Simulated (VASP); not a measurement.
A run of VASP 6.6.1:

The input INCAR:

```
SYSTEM = C
PREC = Accurate
ENCUT = 520
EDIFF = 1E-7
ISMEAR = 0
SIGMA = 0.05
LREAL = .False.
LASPH = .True.
NELM = 100
ALGO = Fast
ISIF = 2
LWAVE = .False.
LCHARG = .False.
LDIPOL = .True.
IDIPOL = 3
DIPOL = 0.5 0.5 0.498
GGA = PE
NBANDS = 31
```

File KPOINTS:

```
regular mesh
0
Gamma
  10 8 1
  0 0 0
```

The input POSCAR:

```
C
1.0
    2.5254662241      0.0000000000      0.0000000000
    0.0000000000      3.5715485855      0.0000000000
    0.0000000000      0.0000000000     19.0509324483
C
10
Direct
    0.5000000000      0.0000000000      0.3674360832
    0.0000000000      0.2500000000      0.3674360832
    0.0000000000      0.5000000000      0.4337180416
    0.5000000000      0.7500000000      0.4337180416
    0.5000000000      0.0024640196      0.4996899370
    0.0000000000      0.2475359804      0.4996899370
    0.0000000000      0.5097084332      0.5678138762
    0.5000000000      0.7402915668      0.5678138762
    0.5000000000      0.0294931910      0.6235411950
    0.0000000000      0.2205068090      0.6235411950
```

Potentials or basis: VASP PAW PBE potentials, release 64 (C).

Run with:

```bash
$ cat potpaw_PBE.64/C/POTCAR > POTCAR
$ mpirun -np 1 vasp_std > vasp.out
```

Hardware: 1 thread of AMD EPYC 9R45 (Zen 5), on a shared host.

Problem. How long does it take, and how much memory?

Solution. It took 2.7 min on 1 thread of AMD EPYC 9R45 (Zen 5), with other jobs on the host, peak memory 0.27 GiB. Counts: scf iterations 25, k points 30.
